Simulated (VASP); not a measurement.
# LiCl in VASP: GW at two or more sizes of basis

LiCl built on the zincblende prototype is computed at one geometry. Runs: GW on PBE. This is a trial cell built on a prototype, not taken from a measured structure, and it needn't be the compound's ground state.

Program: VASP 6.6.1. PAW datasets, plane waves. These are computed values for a spin-unpolarised cell that may be hypothetical; none is a measurement.

## Step 1: The structure to begin with

The cell comes from an earlier relaxation with r2SCAN in another program.

The symmetry is F-43m (No. 216, cubic); a = 5.466 Å in the conventional setting, 20.41 Å³ an atom. Around Li lie 4 Cl at 2.37 Å; around Cl lie 4 Li at 2.37 Å.

As a file:

```xyz
2
Lattice="0.0000 2.7330 2.7330 2.7330 0.0000 2.7330 2.7330 2.7330 0.0000" Properties=species:S:1:pos:R:3 pbc="T T T"
Li    0.0000    0.0000    0.0000
Cl    1.3665    1.3665    1.3665
```

## Step 2: GW on PBE orbitals, 121 empty bands

Three calls of the program follow each other, each reading the orbitals of the one before.

Contents of INCAR (stage 1):

```
ENCUT = 500.000000
SIGMA = 0.010000
EDIFF = 1.00e-07
GGA = PE
PREC = Accurate
ISMEAR = 0
NELM = 120
LASPH = .TRUE.
LCHARG = .FALSE.
LWAVE = .TRUE.
LREAL = .FALSE.
```

Contents of INCAR (stage 2):

```
ENCUT = 500.000000
SIGMA = 0.010000
EDIFF = 1.00e-07
ALGO = Exact
GGA = PE
PREC = Accurate
ISMEAR = 0
ISTART = 1
NBANDS = 126
NELM = 1
LASPH = .TRUE.
LCHARG = .FALSE.
LOPTICS = .TRUE.
LWAVE = .TRUE.
LREAL = .FALSE.
```

Contents of INCAR (stage 3):

```
ENCUT = 500.000000
ENCUTGW = 120.000000
SIGMA = 0.010000
EDIFF = 1.00e-07
ALGO = EVGW0
GGA = PE
PREC = Accurate
PRECFOCK = Fast
ISMEAR = 0
ISTART = 1
NBANDS = 126
NELM = 120
NOMEGA = 64
NBANDSGW = 13
LASPH = .TRUE.
LCHARG = .FALSE.
LWAVE = .FALSE.
LREAL = .FALSE.
NELMGW = 3
ENCUTGWSOFT = 120
```

Contents of KPOINTS:

```
KPOINTS created by Atomic Simulation Environment
0
Gamma
4 4 4
0 0 0
```

Contents of POSCAR:

```
Li Cl
 1.0000000000000000
    -0.0000000000000000    2.7330425338988040    2.7330425338988040
     2.7330425338988040   -0.0000000000000000    2.7330425338988040
     2.7330425338988040    2.7330425338988040    0.0000000000000000
 Li  Cl
   1   1
Cartesian
  0.0000000000000000  0.0000000000000000  0.0000000000000000
  1.3665212669494020  1.3665212669494020  1.3665212669494020
```

The run uses the GW set of PAW datasets (10 valence electrons a neutral cell).

Run with:

```console
$ mpirun -np 1 vasp_std
```

## Step 3: GW on PBE orbitals, 302 empty bands

Three calls of the program follow each other, each reading the orbitals of the one before.

INCAR (stage 1) is that of step 2.

Changes to INCAR (stage 2) since step 2:

```diff
@@ -8,3 +8,3 @@
 ISTART = 1
-NBANDS = 126
+NBANDS = 307
 NELM = 1
```

Contents of INCAR (stage 3):

```
ENCUT = 500.000000
ENCUTGW = 220.000000
SIGMA = 0.010000
EDIFF = 1.00e-07
ALGO = EVGW0
GGA = PE
PREC = Accurate
PRECFOCK = Fast
ISMEAR = 0
ISTART = 1
NBANDS = 307
NELM = 120
NOMEGA = 64
NBANDSGW = 13
LASPH = .TRUE.
LCHARG = .FALSE.
LWAVE = .FALSE.
LREAL = .FALSE.
NELMGW = 1
ENCUTGWSOFT = 220
```

KPOINTS is that of step 2.

POSCAR is that of step 2.

What does the calculation give? Wanted: for each run, empty bands; screening cutoff; PBE gap; G0W0 gap; last GW0 step.

**Answer**, as computed:

| empty bands | screening cutoff (eV) | mesh | PBE gap (eV) | G0W0 gap (eV) | last GW0 step (eV) |
| --- | --- | --- | --- | --- | --- |
| 121 | 120 | 4×4×4 | 6.05 | 8.77 | 9.23 |
| 302 | 220 | 4×4×4 | 6.05 | 8.96 | – |

What this shows: G0W0 widens the PBE gap on the mesh by 2.92 eV, so PBE holds 67 % of it. From 121 to 302 empty bands, with the screening cutoff going from 120 to 220 eV, it moves by +0.19 eV. No extrapolation in bands, cutoff or mesh was made for G0W0.
